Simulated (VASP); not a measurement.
# ZnS (P6_3mc) in VASP: a series of runs

The runs below take ZnS through relaxation of cell and atoms, with PBEsol.

Everything below comes from runs of VASP 6.6.1. Logs are shortened: lines on timing, memory, paths and dates and some standing lists are left out, and cuts for length are marked.

## Step 1: The structure

The structure is hexagonal, space group P6_3mc (No. 186). The conventional cell has a = 3.811 Å, b = 3.811 Å, c = 6.234 Å, α = 90.00°, β = 90.00°, γ = 120.00°. Around Zn (site symmetry 3m) lie 4 S at 2.31 to 2.40 Å. Around S (site symmetry 3m) lie 4 Zn at 2.31 to 2.40 Å.

## Step 2: Relaxation of cell and atoms, PBEsol

Contents of INCAR:

```
PREC = Accurate
ENCUT = 600
EDIFF = 1E-6
ISMEAR = 0
SIGMA = 0.03
LREAL = F
LASPH = T
NELM = 80
ALGO = Normal
ISIF = 3
LWAVE = F
LCHARG = F
GGA = PS
IBRION = 2
NSW = 90
EDIFFG = -0.01
```

Contents of KPOINTS:

```
Automatic mesh
0
Gamma
  9 9 5
```

Contents of POSCAR:

```
ZnS
1.0
    3.8110000000      0.0000000000      0.0000000000
   -1.9055000000      3.3004228100      0.0000000000
    0.0000000000      0.0000000000      6.2340000000
Zn S
2 2
Direct
    0.3333333300      0.6666666700      0.0000000000
    0.6666666700      0.3333333300      0.5000000000
    0.3333333300      0.6666666700      0.3850000000
    0.6666666700      0.3333333300      0.8850000000
```

Potentials or basis: VASP PAW PBE potentials, release 64 (Zn, S).

On the command line:

```bash
$ cat potpaw_PBE.64/Zn/POTCAR potpaw_PBE.64/S/POTCAR > POTCAR
$ mpirun -np 1 vasp_std > vasp.out
```

OUTCAR:

```text
PREC = Accurate
   ENCUT = 600
   EDIFF = 1E-6
   ISMEAR = 0
   LREAL = F
   LASPH = T
   NELM = 80
   ISIF = 3
   GGA = PS
   IBRION = 2
   NSW = 90
   EDIFFG = -0.01

 ion  position               nearest neighbor table
   1  0.333  0.667  0.000-   4 2.31   4 2.31   4 2.31   3 2.40
   2  0.667  0.333  0.500-   3 2.31   3 2.31   3 2.31   4 2.40
   3  0.333  0.667  0.385-   2 2.31   2 2.31   2 2.31   1 2.40
   4  0.667  0.333  0.885-   1 2.31   1 2.31   1 2.31   2 2.40

  LATTYP: Found a hexagonal cell.
 ALAT       =     3.8110000000
 C/A-ratio  =     1.6357911309

  Lattice vectors:

 A1 = (   3.8110000000,   0.0000000000,   0.0000000000)
 A2 = (  -1.9055000000,   3.3004228100,   0.0000000000)
 A3 = (   0.0000000000,   0.0000000000,   6.2340000000)

Analysis of symmetry for initial positions (statically):
=====================================================================
 Subroutine PRICEL returns:
 Original cell was already a primitive cell.

 Routine SETGRP: Setting up the symmetry group for a
 hexagonal supercell.

 Subroutine GETGRP returns: Found 12 space group operations
 (whereof  6 operations were pure point group operations)
 out of a pool of 24 trial point group operations.

The static configuration has the point symmetry C_3v.
 The point group associated with its full space group is C_6v.

Analysis of symmetry for dynamics (positions and initial velocities):
=====================================================================
 Subroutine PRICEL returns:
 Original cell was already a primitive cell.

 Routine SETGRP: Setting up the symmetry group for a
 hexagonal supercell.

 Subroutine GETGRP returns: Found 12 space group operations
 (whereof  6 operations were pure point group operations)
 out of a pool of 24 trial point group operations.

The dynamic configuration has the point symmetry C_3v.
 The point group associated with its full space group is C_6v.

 Subroutine INISYM returns: Found 12 space group operations
 (whereof  6 operations are pure point group operations),
 and found     1 'primitive' translations

----------------------------------------------------------------------------------------

                                     Primitive cell

  volume of cell :      78.4107

[... 99 lines left out ...]
   ISYM   =      2    0-nonsym 1-usesym 2-fastsym
   POTIM  = 0.5000    time-step for ionic-motion
   TEBEG  =    0.0;   TEEND  =   0.0 temperature during run
   PSTRESS=    0.0 pullay stress
   NELECT =      36.0000    total number of electrons
   NUPDOWN=      -1.0000    fix difference up-down
   EMIN   =  10.00;   EMAX   =-10.00  energy-range for DOS
   EFERMI =   0.00;   METHOD = LEGACY
   ISMEAR =     0;   SIGMA  =   0.03  broadening in eV -4-tet -1-fermi 0-gaus
   EFERMI_NEDOS =   21; number of points for ismear=-14 and -15
   IALGO  =     38    algorithm
   IMIX   =      4    mixing-type and parameters
     AMIX     =   0.40;   BMIX     =  1.00
     AMIX_MAG =   1.60;   BMIX_MAG =  1.00
  volume/ion in A,a.u.               =      19.60       132.29
  Fermi-wavevector in a.u.,A,eV,Ry     =   1.262943  2.386617 21.701647  1.595026
  Thomas-Fermi vector in A             =   2.396326
   LORBIT       =      0    0 simple, 1 ext, 2 COOP (PROOUT), +10 PAW based schemes
   GGA     = PS    functional components
   LHFCALC =     F    Hartree Fock is set to
   AEXX    =    0.0000 exact exchange contribution
   IVDW    =     0    specifies the selected vdW correction
   LEPSILON=     F    determine dielectric tensor
   LRPA    =     F    only Hartree local field effects (RPA)
 conjugate gradient relaxation of ions
 non-spin polarized calculation
 Gauss-broadening in eV      SIGMA  =   0.03
  energy-cutoff  :      600.00
  volume of cell :       78.41
 maximum number of plane-waves:      2639
   NGX = 15   NGY = 15   NGZ = 25

--------------------------------------- Ionic step        1  -------------------------------------------

 number of electron      36.0000045 magnetization

 Free energy of the ion-electron system (eV)
  ---------------------------------------------------
  ext. energy  EPLUGINS =         0.00000000
  ---------------------------------------------------
  free energy    TOTEN  =       -15.14215384 eV

  energy without entropy =      -15.14215384  energy(sigma->0) =      -15.14215384

------------------------ aborting loop because EDIFF is reached ----------------------------------------

  FORCE on cell =-STRESS in cart. coord.  units (eV):
  Direction    XX          YY          ZZ          XY          YZ          ZX
  --------------------------------------------------------------------------------------
  -------------------------------------------------------------------------------------
  Total       -0.2379101     -0.2379101     -1.1420822      0.0000000      0.0000000      0.0000000
  in kB       -4.8612522     -4.8612522    -23.3363326      0.0000000      0.0000000      0.0000000
  external PRESSURE =     -11.0196123 kB  Pullay stress =       0.0000000 kB
[... 253 lines left out ...]
--------------------------------------- Ionic step        8  -------------------------------------------

 number of electron      35.9999995 magnetization

 Free energy of the ion-electron system (eV)
  ---------------------------------------------------
  ext. energy  EPLUGINS =         0.00000000
  ---------------------------------------------------
  free energy    TOTEN  =       -15.16800687 eV

  energy without entropy =      -15.16800687  energy(sigma->0) =      -15.16800687

 E-fermi :   2.3868     XC(G=0):  -9.9517

 val. band max:        2.2526999576   @ k =   0.0000   0.0000   0.0000
 cond. band min:       4.4030034480   @ k =   0.0000   0.0000   0.0000
 fundamental gap:      2.1503034904
 Fermi energy:         2.3868182850

 k-point     1 :       0.0000    0.0000    0.0000
  band No.  band energies     occupation
      1     -11.0954      2.00000
      2     -10.1034      2.00000
      3      -4.2248      2.00000
      4      -4.2082      2.00000
      5      -4.2082      2.00000
      6      -4.1229      2.00000
[... 589 lines left out ...]
     21       7.6621      0.00000
     22       9.7805      0.00000

 [... further k-points ...]

------------------------ aborting loop because EDIFF is reached ----------------------------------------

  FORCE on cell =-STRESS in cart. coord.  units (eV):
  Direction    XX          YY          ZZ          XY          YZ          ZX
  --------------------------------------------------------------------------------------
  -------------------------------------------------------------------------------------
  Total       -0.0320347     -0.0320347     -0.0227200      0.0000000      0.0000000      0.0000000
  in kB       -0.6656912     -0.6656912     -0.4721296      0.0000000      0.0000000      0.0000000
  external PRESSURE =      -0.6011707 kB  Pullay stress =       0.0000000 kB
[... 19 lines left out ...]
  FREE ENERGIE OF THE ION-ELECTRON SYSTEM (eV)
  ---------------------------------------------------
  free  energy   TOTEN  =       -15.1680068662 eV

  energy  without entropy=      -15.1680068662  energy(sigma->0) =      -15.16800687

 reached required accuracy - stopping structural energy minimisation
```

OSZICAR:

```text
N       E                     dE             d eps       ncg     rms          rms(c)
DAV:   1     0.246231767833E+03    0.24623E+03   -0.19138E+04  1584   0.218E+03
DAV:   2     0.878815413614E+01   -0.23744E+03   -0.23147E+03  1614   0.402E+02
DAV:   3    -0.153317182129E+02   -0.24120E+02   -0.24003E+02  1914   0.126E+02
[... 67 lines left out ...]
DAV:   1    -0.151682783285E+02   -0.28763E-03   -0.81476E-03  1702   0.929E-01    0.118E-01
DAV:   2    -0.151680853082E+02    0.19302E-03   -0.87752E-04  1940   0.593E-01    0.580E-02
DAV:   3    -0.151680203233E+02    0.64985E-04   -0.94723E-05  1858   0.110E-01    0.272E-02
DAV:   4    -0.151680069970E+02    0.13326E-04   -0.31673E-05  1890   0.558E-02    0.771E-03
DAV:   5    -0.151680068662E+02    0.13082E-06   -0.72800E-06  1566   0.375E-02
   8 F= -.15168007E+02 E0= -.15168007E+02  d E =-.135810E-02
```

CONTCAR:

```text
ZnS
   1.00000000000000
     3.7855642228683877    0.0000000000000000    0.0000000000000000
    -1.8927821114341938    3.2783947809153795   -0.0000000000000000
     0.0000000000000000    0.0000000000000000    6.2124968648020822
  Zn              S
     2     2
Direct
     0.3333333300000021    0.6666666699999979    0.0054117950195700
     0.6666666699999979    0.3333333300000021    0.5054117950195699
     0.3333333300000021    0.6666666699999979    0.3795882049804279
     0.6666666699999979    0.3333333300000021    0.8795882049804281

  0.00000000E+00  0.00000000E+00  0.00000000E+00
  0.00000000E+00  0.00000000E+00  0.00000000E+00
  0.00000000E+00  0.00000000E+00  0.00000000E+00
  0.00000000E+00  0.00000000E+00  0.00000000E+00
```

Run time: 2.2 min. Hardware: 1 thread of Intel Xeon 6975P-C (Granite Rapids), shared host; peak memory 0.24 GiB.

What came out:

| Quantity | Value |
| --- | --- |
| Free energy | -15.1680 eV |
| Relaxed volume | 19.28 Å³/atom |
| Relaxed cell | a = 3.786 Å, b = 3.786 Å, c = 6.212 Å, α = 90.00°, β = 90.00°, γ = 120.00° |
| Space group after relaxing (to 0.05 Å) | P6_3mc (No. 186) |
| Energy gained by relaxing | 6.5 meV/atom |
| Ionic steps | 8 |
| Pressure after relaxing | -0.1 GPa |
| Band gap on the k mesh | 2.15 eV, direct |

Step by step:
```tsv
step	energy change (eV)	largest force (eV/Å)	pressure (GPa)	volume (Å³)
1	0.0000	0.3085	-1.10	78.41
2	-0.0199	0.1198	0.24	76.89
3	-0.0200	0.0998	0.34	76.76
4	-0.0232	0.0458	0.04	77.05
5	-0.0244	0.0013	-0.20	77.29
6	-0.0245	0.0168	-0.32	77.39
7	-0.0258	0.0015	0.08	77.06
8	-0.0259	0.0006	-0.06	77.10
```

Final structure:
```yaml
crystal:
  lattice:
    - [3.78556, 0.00000, 0.00000]
    - [-1.89278, 3.27839, 0.00000]
    - [0.00000, 0.00000, 6.21250]
  atoms:
    - { symbol: Zn, position: [0.33333, 0.66667, 0.00541] }
    - { symbol: Zn, position: [0.66667, 0.33333, 0.50541] }
    - { symbol: S, position: [0.33333, 0.66667, 0.37959] }
    - { symbol: S, position: [0.66667, 0.33333, 0.87959] }
```

Levels at points of the mesh, in eV from the valence-band top:
```csv
k point,band 14,band 15,band 16,band 17,band 18,band 19,band 20,band 21,band 22
"(0.00, 0.00, 0.00)",-0.93,-0.93,-0.09,0.00,0.00,2.15,3.02,6.21,6.21
```

Caveat: the PAW data sets were made with another functional, which shifts forces and pressure a little.

## Step 3: Relaxation of cell and atoms, PBEsol

This run uses another cell than the first one, of 19.28 Å³/atom, 0.983 times its volume.

Edit INCAR of step 2 so:

```diff
@@ -2,3 +2,3 @@
 ENCUT = 600
-EDIFF = 1E-6
+EDIFF = 1E-7
 ISMEAR = 0
@@ -15,2 +15,2 @@
 NSW = 90
-EDIFFG = -0.01
+EDIFFG = -0.005
```

KPOINTS is that of step 2.

Contents of POSCAR:

```
ZnS                                     
1.0
    3.7855642229      0.0000000000      0.0000000000
   -1.8927821114      3.2783947809     -0.0000000000
    0.0000000000      0.0000000000      6.2124968648
  Zn              S             
     2     2
Direct
     0.3333333300000021    0.6666666699999979    0.0054117950195700
     0.6666666699999979    0.3333333300000021    0.5054117950195699
     0.3333333300000021    0.6666666699999979    0.3795882049804279
     0.6666666699999979    0.3333333300000021    0.8795882049804281
```

Potentials or basis: VASP PAW PBE potentials, release 64 (Zn, S).

On the command line:

```bash
$ cat potpaw_PBE.64/Zn/POTCAR potpaw_PBE.64/S/POTCAR > POTCAR
$ mpirun -np 1 vasp_std > vasp.out
```

Wall time 32 s (1 thread of Intel Xeon 6975P-C (Granite Rapids), shared host); peak memory 0.23 GiB.

It converged, with:

| Quantity | Value |
| --- | --- |
| Free energy | -15.1677 eV |
| Pressure after relaxing | 0.0 GPa |
| Band gap on the k mesh | 2.15 eV, direct |

Final structure:
```
Zn S
1.0
     3.78556    0.00000    0.00000
    -1.89278    3.27839    0.00000
     0.00000    0.00000    6.21250
Zn S
2 2
Direct
  0.33333 0.66667 0.00541
  0.66667 0.33333 0.50541
  0.33333 0.66667 0.37959
  0.66667 0.33333 0.87959
```

Levels at points of the mesh, in eV from the valence-band top:
```tsv
k point	band 16	band 17	band 18	band 19	band 20	band 21
(0.00, 0.00, 0.00)	-0.09	0.00	0.00	2.15	3.02	6.21
```

Caveat: the relaxation stopped at its first step, so nothing moved; the PAW data sets were made with another functional, which shifts forces and pressure a little. PBEsol gaps usually lie below the measured ones, often by a third to a half.
